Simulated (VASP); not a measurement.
# Te (P4_132) in VASP: notebook

The runs below take Te through single point, with HSE(alpha, omega).

Program: VASP 6.6.1. These are calculated values, not measurements. Logs are shortened: lines on timing, memory, paths and dates and some standing lists are left out, and cuts for length are marked.

**1. The structure**

Symmetry: P4_132, No. 213, cubic system. The conventional cell has a = 5.223 Å, b = 5.223 Å, c = 5.223 Å, α = 90.00°, β = 90.00°, γ = 90.00°. Around Te (site symmetry 32) lie 6 Te at 3.20 Å.

The cell was built by a generator and needn't be a form met in nature.

**2. Single point, HSE(alpha, omega)**

POSCAR reads:

```
Te
1.0
    5.2232600000      0.0000000000      0.0000000000
    0.0000000000      5.2232600000      0.0000000000
    0.0000000000      0.0000000000      5.2232600000
Te
4
Direct
    0.8750000000      0.1250000000      0.6250000000
    0.3750000000      0.3750000000      0.3750000000
    0.1250000000      0.6250000000      0.8750000000
    0.6250000000      0.8750000000      0.1250000000
```

INCAR.step1 reads:

```
SYSTEM = Te
  ALGO = Normal
  EDIFF = 1E-5
  ENCUT = 520
  GGA = PE
  ISIF = 2
  ISMEAR = -1
  LASPH = .True.
  LCHARG = .False.
  LREAL = .False.
  LWAVE = .True.
  NELM = 80
  PREC = Accurate
  SIGMA = 0.05
```

INCAR.step2 reads:

```
SYSTEM = Te
  AEXX = 0.05
  ALGO = Normal
  EDIFF = 1E-6
  ENCUT = 520
  GGA = PE
  HFSCREEN = 0.2
  ISIF = 2
  ISMEAR = -1
  ISTART = 1
  LASPH = .True.
  LCHARG = .False.
  LHFCALC = .True.
  LREAL = .False.
  LWAVE = .False.
  NELM = 80
  PREC = Accurate
  PRECFOCK = Fast
  SIGMA = 0.05
```

KPOINTS reads:

```
k-points
0
Gamma
  3 3 3
  0 0 0
```

Potentials or basis: VASP PAW PBE potentials, release 64 (Te).

Launch:

```sh
$ cat potpaw_PBE.64/Te/POTCAR > POTCAR
$ cp INCAR.step1 INCAR
$ mpirun -np 1 vasp_std > vasp.out
$ cp INCAR.step2 INCAR
$ mpirun -np 1 vasp_std > vasp.out
```

OUTCAR:

```text
SYSTEM = Te
   AEXX = 0.05
   EDIFF = 1E-6
   ENCUT = 520
   GGA = PE
   HFSCREEN = 0.2
   ISIF = 2
   ISMEAR = -1
   ISTART = 1
   LASPH = .True.
   LHFCALC = .True.
   LREAL = .False.
   NELM = 80
   PREC = Accurate
   PRECFOCK = Fast

 ion  position               nearest neighbor table
   1  0.875  0.125  0.625-   4 3.20   4 3.20   2 3.20   3 3.20   3 3.20   2 3.20
   2  0.375  0.375  0.375-   3 3.20   3 3.20   4 3.20   1 3.20   4 3.20   1 3.20
   3  0.125  0.625  0.875-   2 3.20   2 3.20   4 3.20   1 3.20   1 3.20   4 3.20
   4  0.625  0.875  0.125-   1 3.20   1 3.20   3 3.20   2 3.20   2 3.20   3 3.20

  LATTYP: Found a simple cubic cell.
 ALAT       =     5.2232600000

  Lattice vectors:

 A1 = (   5.2232600000,   0.0000000000,   0.0000000000)
 A2 = (   0.0000000000,   5.2232600000,   0.0000000000)
 A3 = (   0.0000000000,   0.0000000000,   5.2232600000)

Analysis of symmetry for initial positions (statically):
=====================================================================
 Subroutine PRICEL returns:
 Original cell was already a primitive cell.

 Routine SETGRP: Setting up the symmetry group for a
 simple cubic supercell.

 Subroutine GETGRP returns: Found 24 space group operations
 (whereof  3 operations were pure point group operations)
 out of a pool of 48 trial point group operations.

The static configuration has the point symmetry C_3 .
 The point group associated with its full space group is O   .

Analysis of symmetry for dynamics (positions and initial velocities):
=====================================================================
 Subroutine PRICEL returns:
 Original cell was already a primitive cell.

 Routine SETGRP: Setting up the symmetry group for a
 simple cubic supercell.

 Subroutine GETGRP returns: Found 24 space group operations
 (whereof  3 operations were pure point group operations)
 out of a pool of 48 trial point group operations.

The dynamic configuration has the point symmetry C_3 .
 The point group associated with its full space group is O   .

 Subroutine INISYM returns: Found 24 space group operations
 (whereof  3 operations are pure point group operations),
 and found     1 'primitive' translations

----------------------------------------------------------------------------------------

                                     Primitive cell

  volume of cell :     142.5033

  direct lattice vectors                    reciprocal lattice vectors
     5.223260000  0.000000000  0.000000000     0.191451316  0.000000000  0.000000000
     0.000000000  5.223260000  0.000000000     0.000000000  0.191451316  0.000000000
     0.000000000  0.000000000  5.223260000     0.000000000  0.000000000  0.191451316

  length of vectors
     5.223260000  5.223260000  5.223260000     0.191451316  0.191451316  0.191451316

  position of ions in fractional coordinates (direct lattice)
     0.875000000  0.125000000  0.625000000
     0.375000000  0.375000000  0.375000000
     0.125000000  0.625000000  0.875000000
     0.625000000  0.875000000  0.125000000

  ion indices of the primitive-cell ions
   primitive index   ion index
                 1           1
                 2           2
                 3           3
                 4           4

----------------------------------------------------------------------------------------

 KPOINTS: k-points

Automatic generation of k-mesh.
 Grid dimensions read from file:
 generate k-points for:    3    3    3

 Generating k-lattice:

  Cartesian coordinates                     Fractional coordinates (reciprocal lattice)
     0.063817105  0.000000000  0.000000000     0.333333333  0.000000000  0.000000000
     0.000000000  0.063817105  0.000000000     0.000000000  0.333333333  0.000000000
     0.000000000  0.000000000  0.063817105     0.000000000  0.000000000  0.333333333

  Length of vectors
     0.063817105  0.063817105  0.063817105

  Shift w.r.t. Gamma in fractional coordinates (k-lattice)
     0.000000000  0.000000000  0.000000000

 Subroutine IBZKPT returns following result:
 ===========================================

 Found      4 irreducible k-points:

 Following reciprocal coordinates:
            Coordinates               Weight
  0.000000  0.000000  0.000000      1.000000
  0.333333  0.000000  0.000000      6.000000
  0.333333  0.333333  0.000000     12.000000
  0.333333  0.333333  0.333333      8.000000
   k-points           NKPTS =      4   k-points in BZ     NKDIM =     27   number of bands    NBANDS=     16
   number of dos      NEDOS =    301   number of ions     NIONS =      4
   total plane-waves  NPLWV =  64000
   dimension x,y,z NGX =    40 NGY =   40 NGZ =   40
   dimension x,y,z NGXF=    80 NGYF=   80 NGZF=   80
   ions per type =               4
   NGX,Y,Z   is equivalent  to a cutoff of  12.73, 12.73, 12.73 a.u.
   NGXF,Y,Z  is equivalent  to a cutoff of  25.46, 25.46, 25.46 a.u.
 SYSTEM =  Te
   PREC   = accura    normal or accurate (medium, high low for compatibility)
   ISTART =      1    job   : 0-new  1-cont  2-samecut
   ICHARG =      0    charge: 1-file 2-atom 10-const
   ISPIN  =      1    spin polarized calculation?
   LNONCOLLINEAR =      F non collinear calculations
   LSORBIT =      F    spin-orbit coupling
   LASPH  =      T    aspherical Exc in radial PAW
   ENCUT  =  520.0 eV  38.22 Ry    6.18 a.u.   9.71  9.71  9.71*2*pi/ulx,y,z
   NELM   =     80;   NELMIN=  2; NELMDL=  0     # of ELM steps
   EDIFF  = 0.1E-05   stopping-criterion for ELM
   LREAL  =      F    real-space projection
   EDIFFG = 0.1E-04   stopping-criterion for IOM
   NSW    =      0    number of steps for IOM
   IBRION =     -1    ionic relax: 0-MD 1-quasi-New 2-CG
   NFREE  =      0    steps in history (QN), initial steepest desc. (CG)
   ISIF   =      2    stress and relaxation
   ISYM   =      3    0-nonsym 1-usesym 2-fastsym
   POTIM  = 0.5000    time-step for ionic-motion
   TEBEG  =    0.0;   TEEND  =   0.0 temperature during run
   PSTRESS=    0.0 pullay stress
   NELECT =      24.0000    total number of electrons
   NUPDOWN=      -1.0000    fix difference up-down
   EMIN   =  10.00;   EMAX   =-10.00  energy-range for DOS
   EFERMI =   0.00;   METHOD = LEGACY
   ISMEAR =    -1;   SIGMA  =   0.05  broadening in eV -4-tet -1-fermi 0-gaus
   EFERMI_NEDOS =   21; number of points for ismear=-14 and -15
   IALGO  =     38    algorithm
   IMIX   =      1    mixing-type and parameters
     AMIX     =   0.40;   BMIX     =  1.00
     AMIX_MAG =   1.60;   BMIX_MAG =  1.00
  volume/ion in A,a.u.               =      35.63       240.41
  Fermi-wavevector in a.u.,A,eV,Ry     =   0.904073  1.708451 11.120700  0.817348
  Thomas-Fermi vector in A             =   2.027476
   LORBIT       =      0    0 simple, 1 ext, 2 COOP (PROOUT), +10 PAW based schemes
   GGA     = PE    functional components
   LHFCALC =     T    Hartree Fock is set to
   PRECFOCK=fast      Normal, Fast or Accurate (Low or Medium for compatibility)
   ENCUT4O =  -1.0   cutoff for four orbital integrals eV
   NKREDX  =     1    reduce k-point grid by
   NKREDY  =     1    reduce k-point grid by
   NKREDZ  =     1    reduce k-point grid by
   AEXX    =    0.0500 exact exchange contribution
   HFSCREEN=    0.2000 screening length (either q_TF or 0.3 A-1)
   HFSCREENC=   0.2000 screening length for correlation (either q_TF or 0.3 A-1)
   ENCUTFOCK=  -1.0 apply spherical cutoff to Coloumb kernel
   IVDW    =     0    specifies the selected vdW correction
   LEPSILON=     F    determine dielectric tensor
   LRPA    =     F    only Hartree local field effects (RPA)
 non-spin polarized calculation
  energy-cutoff  :      520.00
  volume of cell :      142.50
 maximum number of plane-waves:      3887
 NGX is ok and might be reduce to    40
  NGX = 24; NGY = 24; NGZ = 24

 number of electron      23.9999997 magnetization

 Free energy of the ion-electron system (eV)
  ---------------------------------------------------
  ext. energy  EPLUGINS =         0.00000000
  ---------------------------------------------------
  free energy    TOTEN  =       -12.24083203 eV

  energy without entropy =      -12.22810882  energy(sigma->0) =      -12.23447042

 E-fermi :   5.7999     XC(G=0):  -8.5222

 val. band max:        5.6636032585   @ k =   0.3333   0.3333   0.3333
 cond. band min:       5.8868018625   @ k =   0.0000   0.0000   0.0000
 fundamental gap:      0.2231986040
 Fermi energy:         5.7999038672

 k-point     1 :       0.0000    0.0000    0.0000
  band No.  band energies     occupation
      1      -8.2529      2.00000
      2      -5.1395      2.00000
      3      -5.1395      2.00000
      4      -5.1395      2.00000
      5       1.9119      2.00000
      6       1.9119      2.00000
      7       1.9119      2.00000
      8       2.0201      2.00000
      9       2.0201      2.00000
     10       2.0201      2.00000
     11       4.5592      2.00000
     12       4.5592      2.00000
     13       5.8868      0.29914
     14       5.8868      0.29914
     15       5.8868      0.29914
     16       7.8484      0.00000

 k-point     2 :       0.3333    0.0000    0.0000
  band No.  band energies     occupation
      1      -7.7949      2.00000
      2      -6.5707      2.00000
      3      -4.8239      2.00000
      4      -4.4452      2.00000
      5       0.6015      2.00000
      6       1.0939      2.00000
      7       1.3190      2.00000
      8       1.7523      2.00000
      9       3.5206      2.00000
     10       3.8938      2.00000
     11       3.9511      2.00000
     12       5.3928      1.99942
     13       6.1910      0.00080
     14       6.2785      0.00014
     15       6.3057      0.00008
     16       6.4754      0.00000

 k-point     3 :       0.3333    0.3333    0.0000
  band No.  band energies     occupation
      1      -7.3931      2.00000
      2      -6.6226      2.00000
      3      -5.2649      2.00000
      4      -4.7406      2.00000
      5       0.5698      2.00000
      6       1.1729      2.00000
      7       1.5136      2.00000
      8       2.3313      2.00000
      9       3.0344      2.00000
     10       3.3341      2.00000
     11       4.0088      2.00000
     12       4.3555      2.00000
     13       6.0830      0.00693
     14       6.7214      0.00000
     15       7.2531      0.00000
     16       7.8539      0.00000

 k-point     4 :       0.3333    0.3333    0.3333
  band No.  band energies     occupation
      1      -7.0190      2.00000
      2      -6.4585      2.00000
      3      -5.5971      2.00000
      4      -5.1449      2.00000
      5       0.0840      2.00000
      6       0.5261      2.00000
      7       1.4819      2.00000
      8       2.0629      2.00000
      9       2.9568      2.00000
     10       4.2100      2.00000
     11       4.7518      2.00000
     12       5.6636      1.87709
     13       6.4717      0.00000
     14       6.5493      0.00000
     15       6.8605      0.00000
     16       8.1100      0.00000

------------------------ aborting loop because EDIFF is reached ----------------------------------------

  FORCE on cell =-STRESS in cart. coord.  units (eV):
  Direction    XX          YY          ZZ          XY          YZ          ZX
  --------------------------------------------------------------------------------------
  -------------------------------------------------------------------------------------
  Total       -0.2602685     -0.2602685     -0.2602685      0.0000000      0.0000000     -0.0000000
  in kB       -2.9262219     -2.9262219     -2.9262219      0.0000000      0.0000000     -0.0000000
  external PRESSURE =      -2.9262219 kB  Pullay stress =       0.0000000 kB

 VOLUME and BASIS-vectors are now :
 -----------------------------------------------------------------------------
  energy-cutoff  :      520.00
  volume of cell :      142.50
      direct lattice vectors                 reciprocal lattice vectors
     5.223260000  0.000000000  0.000000000     0.191451316  0.000000000  0.000000000
     0.000000000  5.223260000  0.000000000     0.000000000  0.191451316  0.000000000
     0.000000000  0.000000000  5.223260000     0.000000000  0.000000000  0.191451316

 POSITION                                       TOTAL-FORCE (eV/Angst)
 -----------------------------------------------------------------------------------
      4.57035      0.65291      3.26454         0.000000     -0.000000     -0.000000
      1.95872      1.95872      1.95872         0.000000      0.000000      0.000000
      0.65291      3.26454      4.57035         0.000000     -0.000000     -0.000000
      3.26454      4.57035      0.65291        -0.000000      0.000000     -0.000000
 -----------------------------------------------------------------------------------
    total drift:                                0.000000      0.000000     -0.000000

  FREE ENERGIE OF THE ION-ELECTRON SYSTEM (eV)
  ---------------------------------------------------
  free  energy   TOTEN  =       -12.2408320260 eV

  energy  without entropy=      -12.2281088230  energy(sigma->0) =      -12.23447042
```

It took 84 s on 1 thread of Intel Xeon 6975P-C (Granite Rapids), shared host; peak memory 0.33 GiB.

What came out:

| Quantity | Value |
| --- | --- |
| Free energy | -12.2408 eV |
| Pressure | -0.3 GPa |
| Band gap on the k mesh | 0.22 eV, indirect (least direct gap 0.80 eV) |

Levels at points of the mesh, in eV from the valence-band top:
```
           k point  band 8  band 9  band 10  band 11  band 12  band 13  band 14  band 15  band 16
(0.00, 0.00, 0.00)   -3.64   -3.64    -3.64    -1.10    -1.10     0.22     0.22     0.22     2.18
```

Caveat: the PAW data sets were made with another functional, which shifts forces and pressure a little; spin-orbit coupling is left out, which moves the levels of the heavy elements; an odd mesh through Γ misses points on the zone boundary, where band edges often lie.

**3. Single point, HSE(alpha, omega)**

POSCAR is that of step 2.

INCAR.step1 is that of step 2.

INCAR.step2, as its differences from that of step 2:

```diff
@@ -1,3 +1,3 @@
 SYSTEM = Te
-  AEXX = 0.05
+  AEXX = 0.1
   ALGO = Normal
```

KPOINTS is that of step 2.

Potentials or basis: VASP PAW PBE potentials, release 64 (Te).

Launch:

```sh
$ cat potpaw_PBE.64/Te/POTCAR > POTCAR
$ cp INCAR.step1 INCAR
$ mpirun -np 1 vasp_std > vasp.out
$ cp INCAR.step2 INCAR
$ mpirun -np 1 vasp_std > vasp.out
```

It took 95 s on 1 thread of Intel Xeon 6975P-C (Granite Rapids), shared host; peak memory 0.33 GiB.

Results (log left out):

- Free energy: -12.7813 eV
- Pressure: -0.7 GPa
- Band gap on the k mesh: 0.26 eV, indirect (least direct gap 0.84 eV)

Levels at points of the mesh, in eV from the valence-band top:
| k point | band 8 | band 9 | band 10 | band 11 | band 12 | band 13 | band 14 | band 15 | band 16 |
| --- | --- | --- | --- | --- | --- | --- | --- | --- | --- |
| (0.00, 0.00, 0.00) | -3.73 | -3.73 | -3.73 | -1.14 | -1.14 | 0.26 | 0.26 | 0.26 | 2.27 |

Caveat: the PAW data sets were made with another functional, which shifts forces and pressure a little; spin-orbit coupling is left out, which moves the levels of the heavy elements; an odd mesh through Γ misses points on the zone boundary, where band edges often lie.

**4. Single point, HSE(alpha, omega)**

POSCAR is that of step 3.

INCAR.step1 is that of step 3.

INCAR.step2, as its differences from that of step 3:

```diff
@@ -1,3 +1,3 @@
 SYSTEM = Te
-  AEXX = 0.1
+  AEXX = 0.15
   ALGO = Normal
```

KPOINTS is that of step 3.

Launch:

```sh
$ cat potpaw_PBE.64/Te/POTCAR > POTCAR
$ cp INCAR.step1 INCAR
$ mpirun -np 1 vasp_std > vasp.out
$ cp INCAR.step2 INCAR
$ mpirun -np 1 vasp_std > vasp.out
```

It took 99 s on 1 thread of Intel Xeon 6975P-C (Granite Rapids), shared host; peak memory 0.33 GiB.

Results (log left out):

| Item | Value |
| --- | --- |
| Free energy | -13.3500 eV |
| Pressure | -1.2 GPa |
| Band gap on the k mesh | 0.30 eV, indirect (least direct gap 0.89 eV) |

Levels at points of the mesh, in eV from the valence-band top:
```
           k point  band 9  band 10  band 11  band 12  band 13  band 14  band 15  band 16
(0.00, 0.00, 0.00)   -3.82    -3.82    -1.18    -1.18     0.30     0.30     0.30     2.35
```

Caveat: the PAW data sets were made with another functional, which shifts forces and pressure a little; spin-orbit coupling is left out, which moves the levels of the heavy elements; an odd mesh through Γ misses points on the zone boundary, where band edges often lie.

**5. Single point, HSE(alpha, omega)**

POSCAR is that of step 4.

INCAR.step1 is that of step 4.

INCAR.step2, as its differences from that of step 4:

```diff
@@ -1,3 +1,3 @@
 SYSTEM = Te
-  AEXX = 0.15
+  AEXX = 0.2
   ALGO = Normal
```

KPOINTS is that of step 4.

Launch:

```sh
$ cat potpaw_PBE.64/Te/POTCAR > POTCAR
$ cp INCAR.step1 INCAR
$ mpirun -np 1 vasp_std > vasp.out
$ cp INCAR.step2 INCAR
$ mpirun -np 1 vasp_std > vasp.out
```

Wall time 1.7 min (1 thread of Intel Xeon 6975P-C (Granite Rapids), shared host); peak memory 0.33 GiB.

It converged, with:

- Free energy: -13.9490 eV
- Pressure: -1.6 GPa
- Band gap on the k mesh: 0.34 eV, indirect (least direct gap 0.93 eV)

Levels at points of the mesh, in eV from the valence-band top:
| k point | band 9 | band 10 | band 11 | band 12 | band 13 | band 14 | band 15 | band 16 |
| --- | --- | --- | --- | --- | --- | --- | --- | --- |
| (0.00, 0.00, 0.00) | -3.91 | -3.91 | -1.21 | -1.21 | 0.34 | 0.34 | 0.34 | 2.44 |

Caveat: the PAW data sets were made with another functional, which shifts forces and pressure a little; spin-orbit coupling is left out, which moves the levels of the heavy elements; an odd mesh through Γ misses points on the zone boundary, where band edges often lie.

**6. Single point, HSE(alpha, omega)**

POSCAR is that of step 5.

INCAR.step1 is that of step 5.

INCAR.step2, as its differences from that of step 5:

```diff
@@ -1,3 +1,3 @@
 SYSTEM = Te
-  AEXX = 0.2
+  AEXX = 0.25
   ALGO = Normal
```

KPOINTS is that of step 5.

Potentials or basis: VASP PAW PBE potentials, release 64 (Te).

Launch:

```sh
$ cat potpaw_PBE.64/Te/POTCAR > POTCAR
$ cp INCAR.step1 INCAR
$ mpirun -np 1 vasp_std > vasp.out
$ cp INCAR.step2 INCAR
$ mpirun -np 1 vasp_std > vasp.out
```

Run time: 1.7 min. Hardware: 1 thread of Intel Xeon 6975P-C (Granite Rapids), shared host; peak memory 0.33 GiB.

The run converged. Its results:

- Free energy: -14.5804 eV
- Pressure: -2.1 GPa
- Band gap on the k mesh: 0.38 eV, indirect (least direct gap 0.97 eV)

Levels at points of the mesh, in eV from the valence-band top:
| k point | band 9 | band 10 | band 11 | band 12 | band 13 | band 14 | band 15 | band 16 |
| --- | --- | --- | --- | --- | --- | --- | --- | --- |
| (0.00, 0.00, 0.00) | -4.00 | -4.00 | -1.25 | -1.25 | 0.38 | 0.38 | 0.38 | 2.53 |

Caveat: the PAW data sets were made with another functional, which shifts forces and pressure a little; spin-orbit coupling is left out, which moves the levels of the heavy elements; an odd mesh through Γ misses points on the zone boundary, where band edges often lie.

**7. The runs side by side**

```csv
share of exact exchange,gap on the mesh (eV),pressure (GPa)
0.05,0.22,-0.3
0.1,0.26,-0.7
0.15,0.30,-1.2
0.2,0.34,-1.6
0.25,0.38,-2.1
```

Alike in all rows: task single point; level HSE(alpha, omega); potentials or basis VASP PAW PBE potentials, release 64 (Te); no spin polarisation; cell as given; k mesh 3 × 3 × 3; cutoff (eV) 520; smearing fermi-dirac 0.05 eV.

On the cell as given the gap runs from 0.22 eV (HSE(alpha, omega)) to 0.38 eV (HSE(alpha, omega)).

Caveats: the PAW data sets were made with another functional, which shifts forces and pressure a little; spin-orbit coupling is left out, which moves the levels of the heavy elements; an odd mesh through Γ misses points on the zone boundary, where band edges often lie.

Total energies depend on the potentials used, so only differences within one code and one set of settings carry meaning.
